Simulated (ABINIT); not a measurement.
# CdO (Monteponite) (Fm-3m) in ABINIT: a series of runs

The runs below take CdO (Monteponite) through equation of state, with PBE.

Everything below comes from runs of ABINIT 10.8.3 (patched build). Logs are shortened: lines on timing, memory, paths and dates and some standing lists are left out, and cuts for length are marked. The log counts tension as positive stress, the text compression.

## Step 1: Starting point

The structure is cubic, space group Fm-3m (No. 225). The conventional cell has a = 4.699 Å, b = 4.699 Å, c = 4.699 Å, α = 90.00°, β = 90.00°, γ = 90.00°. Around Cd (site symmetry m-3m) lie 6 O at 2.35 Å. Around O (site symmetry m-3m) lie 6 Cd at 2.35 Å.

## Step 2: Equation of state, PBE

run.abi reads:

```
# Datasets: one volume each
ndtset 7
getwfk -1
scalecart1 3*0.9795861087
scalecart2 3*0.9864848297
scalecart3 3*0.9932883884
scalecart4 3*1.0000000000
scalecart5 3*1.0066227096
scalecart6 3*1.0131594038
scalecart7 3*1.0196128224

# Pseudopotentials
pp_dirpath "./"
pseudos "48_Cd_20_2.2_2.3_pbe_n_v1.0.psp8, 08_O_6_1.2_1.4_pbe_n_v1.0.psp8"

# Structure
acell 3*1.0 Angstrom
rprim
     0.0000000000     2.3495000000     2.3495000000
     2.3495000000     0.0000000000     2.3495000000
     2.3495000000     2.3495000000     0.0000000000
ntypat 2
znucl 48 8
natom 2
typat 1 2
xred
     0.0000000000     0.0000000000     0.0000000000
     0.5000000000     0.5000000000     0.5000000000

# Plane-wave basis
ecut 40.0

# k points
kptopt 1
ngkpt 8 8 8
nshiftk 1
shiftk 0.0 0.0 0.0

# Exchange and correlation
ixc 11

# Bands and occupations
nband 17
occopt 3
tsmear 0.05 eV

# SCF cycle
nstep 100
tolvrs 1.0e-10

# Output
iomode 3
prtwf 1
prtden 0
prteig 0
prtebands 0
enunit 1
```

Potentials or basis: SPMS NC PBE v1.0.

Launch:

```console
> abinit run.abi > log 2>&1
```

run.abo:

```text
.Version 10.8.3 of ABINIT
 DATASET    1 : space group Fm -3 m (#225); Bravais cF (face-center cubic)
================================================================================
 Values of the parameters that define the memory need for DATASET  1.
     intxc =       0    ionmov =       0      iscf =       7    lmnmax =       6
     lnmax =       6     mgfft =      36  mpssoang =       3    mqgrid =    3001
     natom =       2  nloc_mem =       1    nspden =       1   nspinor =       1
    nsppol =       1      nsym =      48    n1xccc =    2501    ntypat =       2
    occopt =       3   xclevel =       2
       mpw =        2003          nfft =       46656          nkpt =          29
================================================================================
================================================================================
[... 61 lines left out ...]
 DATASET    7 : space group Fm -3 m (#225); Bravais cF (face-center cubic)
================================================================================
 Values of the parameters that define the memory need for DATASET  7.
     intxc =       0    ionmov =       0      iscf =       7    lmnmax =       6
     lnmax =       6     mgfft =      40  mpssoang =       3    mqgrid =    3001
     natom =       2  nloc_mem =       1    nspden =       1   nspinor =       1
    nsppol =       1      nsym =      48    n1xccc =    2501    ntypat =       2
    occopt =       3   xclevel =       2
       mpw =        2250          nfft =       64000          nkpt =          29
================================================================================
================================================================================

--------------------------------------------------------------------------------
------------- Echo of variables that govern the present computation ------------
--------------------------------------------------------------------------------
 -outvars: echo values of preprocessed input variables --------
            acell      1.8897261259E+00  1.8897261259E+00  1.8897261259E+00 Bohr
              amu      1.12411000E+02  1.59994000E+01
             ecut      4.00000000E+01 Hartree
           enunit           1
           getwfk          -1
              ixc          11
           jdtset        1    2    3    4    5    6    7
         kptrlatt        8    0    0      0    8    0      0    0    8
          kptrlen1     4.92064370E+01
          kptrlen2     4.95529726E+01
          kptrlen3     4.98947281E+01
          kptrlen4     5.02318648E+01
          kptrlen5     5.05645359E+01
          kptrlen6     5.08928862E+01
          kptrlen7     5.12170535E+01
            natom           2
            nband          17
           ndtset           7
            ngfft1         36      36      36
[... 115 lines left out ...]
    5.99000000000000    6.00000000000000    0.00000000000000   rchrg,fchrg,qchrg
     nproj     2     2     2
     extension_switch     1

- pspini: atom type   2  psp file is ./08_O_6_1.2_1.4_pbe_n_v1.0.psp8
    8   11    2    4       600   0.00000      pspcod,pspxc,lmax,lloc,mmax,r2well
    5.99000000000000    4.00000000000000    0.00000000000000   rchrg,fchrg,qchrg
     nproj     2     2     1
     extension_switch     1

   1.16516936E+03                                ecore*ucvol(ha*bohr**3)
--------------------------------------------------------------------------------

================================================================================

--- !BeginCycle
iteration_state: {dtset: 1, }
solver: {iscf: 7, nstep: 100, nline: 4, wfoptalg: 0, }
tolerances: {tolvrs: 1.00E-10, }
...
[... 743 lines left out ...]
 getcut: wavevector=  0.0000  0.0000  0.0000  ngfft=  40  40  40
         ecut(hartree)=     40.000   => boxcut(ratio)=   2.20850

 getcut : COMMENT -
  Note that boxcut > 2.2 ; recall that boxcut=Gcut(box)/Gcut(sphere) = 2
  is sufficient for exact treatment of convolution.
  Such a large boxcut is a waste : you could raise ecut
  e.g. ecut=   48.774806 Hartrees makes boxcut=2

--------------------------------------------------------------------------------

-inwffil : will read wavefunctions from disk file runo_DS5_WFK.nc

================================================================================
[... 266 lines left out ...]
-Cartesian components of stress tensor (GPa)         [Pressure= -2.0282E+00 GPa]
- sigma(1 1)=  2.02820291E+00  sigma(3 2)=  0.00000000E+00
- sigma(2 2)=  2.02820291E+00  sigma(3 1)=  0.00000000E+00
- sigma(3 3)=  2.02820291E+00  sigma(2 1)=  0.00000000E+00

== END DATASET(S) ==============================================================
================================================================================

 -outvars: echo values of variables after computation  --------
            acell      1.8897261259E+00  1.8897261259E+00  1.8897261259E+00 Bohr
           etotal1    -1.8434322809E+02
           etotal2    -1.8434499934E+02
           etotal3    -1.8434630919E+02
           etotal4    -1.8434720922E+02
           etotal5    -1.8434774105E+02
           etotal6    -1.8434794379E+02
           etotal7    -1.8434785184E+02
            fcart1    -0.0000000000E+00 -0.0000000000E+00 -0.0000000000E+00
                      -0.0000000000E+00 -0.0000000000E+00 -0.0000000000E+00
            fcart2    -0.0000000000E+00 -0.0000000000E+00 -0.0000000000E+00
                      -0.0000000000E+00 -0.0000000000E+00 -0.0000000000E+00
            fcart3    -0.0000000000E+00 -0.0000000000E+00 -0.0000000000E+00
                      -0.0000000000E+00 -0.0000000000E+00 -0.0000000000E+00
            fcart4    -0.0000000000E+00 -0.0000000000E+00 -0.0000000000E+00
                      -0.0000000000E+00 -0.0000000000E+00 -0.0000000000E+00
            fcart5    -0.0000000000E+00 -0.0000000000E+00 -0.0000000000E+00
                      -0.0000000000E+00 -0.0000000000E+00 -0.0000000000E+00
[... 38 lines left out ...]
                       0.0000000000E+00  0.0000000000E+00  0.0000000000E+00
           xangst1     0.0000000000E+00  0.0000000000E+00  0.0000000000E+00
                       2.3015375624E+00  2.3015375624E+00  2.3015375624E+00
           xangst2     0.0000000000E+00  0.0000000000E+00  0.0000000000E+00
                       2.3177461074E+00  2.3177461074E+00  2.3177461074E+00
           xangst3     0.0000000000E+00  0.0000000000E+00  0.0000000000E+00
                       2.3337310685E+00  2.3337310685E+00  2.3337310685E+00
           xangst4     0.0000000000E+00  0.0000000000E+00  0.0000000000E+00
                       2.3495000000E+00  2.3495000000E+00  2.3495000000E+00
           xangst5     0.0000000000E+00  0.0000000000E+00  0.0000000000E+00
                       2.3650600562E+00  2.3650600562E+00  2.3650600562E+00
           xangst6     0.0000000000E+00  0.0000000000E+00  0.0000000000E+00
                       2.3804180192E+00  2.3804180192E+00  2.3804180192E+00
           xangst7     0.0000000000E+00  0.0000000000E+00  0.0000000000E+00
                       2.3955803262E+00  2.3955803262E+00  2.3955803262E+00
             xred      0.0000000000E+00  0.0000000000E+00  0.0000000000E+00
                       5.0000000000E-01  5.0000000000E-01  5.0000000000E-01
 Calculation completed.
```

Run time: 3.5 min. Hardware: 1 thread of Arm Neoverse V1, shared host; peak memory 0.12 GiB.

What came out:

```yaml
Equilibrium_volume: 13.53 Å³/atom
Bulk_modulus: 127 GPa
Pressure_derivative_of_the_bulk_modulus: 4.8
```

Energy against volume, from the lowest point:
| volume (Å³/atom) | energy (meV/atom) |
| --- | --- |
| 12.191 | 64.16 |
| 12.451 | 40.06 |
| 12.710 | 22.24 |
| 12.970 | 9.99 |
| 13.229 | 2.76 |
| 13.488 | 0.00 |
| 13.748 | 1.25 |

Caveat: pressures at fixed basis lie under the slope of the energies. Zero-point motion and thermal expansion aren't in these numbers.

## Step 3: Equation of state, PBE

Edit run.abi of step 2 so:

```diff
@@ -13,3 +13,3 @@
 pp_dirpath "./"
-pseudos "48_Cd_20_2.2_2.3_pbe_n_v1.0.psp8, 08_O_6_1.2_1.4_pbe_n_v1.0.psp8"
+pseudos "Cd.GGA_PBE-JTH.xml, O.GGA_PBE-JTH.xml"
 
@@ -30,3 +30,5 @@
 # Plane-wave basis
-ecut 40.0
+ecut 23.0
+pawecutdg 45.0
+pawxcdev 0
 
@@ -42,3 +44,3 @@
 # Bands and occupations
-nband 17
+nband 13
 occopt 3
@@ -48,3 +50,3 @@
 nstep 100
-tolvrs 1.0e-10
+tolvrs 1.0e-9
```

Potentials or basis: JTH PAW PBE v2.0.

Launch:

```console
> abinit run.abi > log 2>&1
```

run.abo:

```text
.Version 10.8.3 of ABINIT
 DATASET    1 : space group Fm -3 m (#225); Bravais cF (face-center cubic)
================================================================================
 Values of the parameters that define the memory need for DATASET  1.
     intxc =       0    ionmov =       0      iscf =      17    lmnmax =      18
     lnmax =       6     mgfft =      30  mpssoang =       3    mqgrid =    3001
     natom =       2  nloc_mem =       2    nspden =       1   nspinor =       1
    nsppol =       1      nsym =      48    n1xccc =       1    ntypat =       2
    occopt =       3   xclevel =       2
       mpw =         889          nfft =       27000          nkpt =          29
 PAW method is used; the additional fine FFT grid is defined by:
   mgfftf=        40    nfftf =     64000
================================================================================
================================================================================
[... 71 lines left out ...]
 DATASET    7 : space group Fm -3 m (#225); Bravais cF (face-center cubic)
================================================================================
 Values of the parameters that define the memory need for DATASET  7.
     intxc =       0    ionmov =       0      iscf =      17    lmnmax =      18
     lnmax =       6     mgfft =      30  mpssoang =       3    mqgrid =    3001
     natom =       2  nloc_mem =       2    nspden =       1   nspinor =       1
    nsppol =       1      nsym =      48    n1xccc =       1    ntypat =       2
    occopt =       3   xclevel =       2
       mpw =         992          nfft =       27000          nkpt =          29
 PAW method is used; the additional fine FFT grid is defined by:
   mgfftf=        40    nfftf =     64000
================================================================================
================================================================================

--------------------------------------------------------------------------------
------------- Echo of variables that govern the present computation ------------
--------------------------------------------------------------------------------
 -outvars: echo values of preprocessed input variables --------
            acell      1.8897261259E+00  1.8897261259E+00  1.8897261259E+00 Bohr
              amu      1.12411000E+02  1.59994000E+01
             ecut      2.30000000E+01 Hartree
[... 155 lines left out ...]

   5.47665074E+02                                ecore*ucvol(ha*bohr**3)
--------------------------------------------------------------------------------

================================================================================

--- !BeginCycle
iteration_state: {dtset: 1, }
solver: {iscf: 17, nstep: 100, nline: 4, wfoptalg: 10, }
tolerances: {tolvrs: 1.00E-09, }
...
[... 1252 lines left out ...]
-Cartesian components of stress tensor (GPa)         [Pressure= -1.9860E+00 GPa]
- sigma(1 1)=  1.98600701E+00  sigma(3 2)=  0.00000000E+00
- sigma(2 2)=  1.98600701E+00  sigma(3 1)=  0.00000000E+00
- sigma(3 3)=  1.98600701E+00  sigma(2 1)=  0.00000000E+00

== END DATASET(S) ==============================================================
================================================================================

 -outvars: echo values of variables after computation  --------
            acell      1.8897261259E+00  1.8897261259E+00  1.8897261259E+00 Bohr
           etotal1    -6.3693880464E+01
           etotal2    -6.3695673370E+01
           etotal3    -6.3697003399E+01
           etotal4    -6.3697923153E+01
           etotal5    -6.3698473096E+01
           etotal6    -6.3698694966E+01
           etotal7    -6.3698621832E+01
            fcart1    -0.0000000000E+00 -0.0000000000E+00 -0.0000000000E+00
                      -0.0000000000E+00 -0.0000000000E+00 -0.0000000000E+00
            fcart2    -0.0000000000E+00 -0.0000000000E+00 -0.0000000000E+00
                      -0.0000000000E+00 -0.0000000000E+00 -0.0000000000E+00
            fcart3    -0.0000000000E+00 -0.0000000000E+00 -0.0000000000E+00
                      -0.0000000000E+00 -0.0000000000E+00 -0.0000000000E+00
            fcart4    -0.0000000000E+00 -0.0000000000E+00 -0.0000000000E+00
                      -0.0000000000E+00 -0.0000000000E+00 -0.0000000000E+00
            fcart5    -0.0000000000E+00 -0.0000000000E+00 -0.0000000000E+00
                      -0.0000000000E+00 -0.0000000000E+00 -0.0000000000E+00
[... 38 lines left out ...]
                       0.0000000000E+00  0.0000000000E+00  0.0000000000E+00
           xangst1     0.0000000000E+00  0.0000000000E+00  0.0000000000E+00
                       2.3015375624E+00  2.3015375624E+00  2.3015375624E+00
           xangst2     0.0000000000E+00  0.0000000000E+00  0.0000000000E+00
                       2.3177461074E+00  2.3177461074E+00  2.3177461074E+00
           xangst3     0.0000000000E+00  0.0000000000E+00  0.0000000000E+00
                       2.3337310685E+00  2.3337310685E+00  2.3337310685E+00
           xangst4     0.0000000000E+00  0.0000000000E+00  0.0000000000E+00
                       2.3495000000E+00  2.3495000000E+00  2.3495000000E+00
           xangst5     0.0000000000E+00  0.0000000000E+00  0.0000000000E+00
                       2.3650600562E+00  2.3650600562E+00  2.3650600562E+00
           xangst6     0.0000000000E+00  0.0000000000E+00  0.0000000000E+00
                       2.3804180192E+00  2.3804180192E+00  2.3804180192E+00
           xangst7     0.0000000000E+00  0.0000000000E+00  0.0000000000E+00
                       2.3955803262E+00  2.3955803262E+00  2.3955803262E+00
             xred      0.0000000000E+00  0.0000000000E+00  0.0000000000E+00
                       5.0000000000E-01  5.0000000000E-01  5.0000000000E-01
 Calculation completed.
```

Wall time 98 s (1 thread of Arm Neoverse V1, shared host); peak memory 0.15 GiB.

Results:

| Quantity | Value |
| --- | --- |
| Equilibrium volume | 13.55 Å³/atom |
| Bulk modulus | 126 GPa |
| Pressure derivative of the bulk modulus | 4.8 |

Energy against volume, from the lowest point:
```
volume (Å³/atom)  energy (meV/atom)
          12.191              65.50
          12.451              41.11
          12.710              23.01
          12.970              10.50
          13.229               3.02
          13.488               0.00
          13.748               1.00
```

Caveat: pressures at fixed basis lie under the slope of the energies.
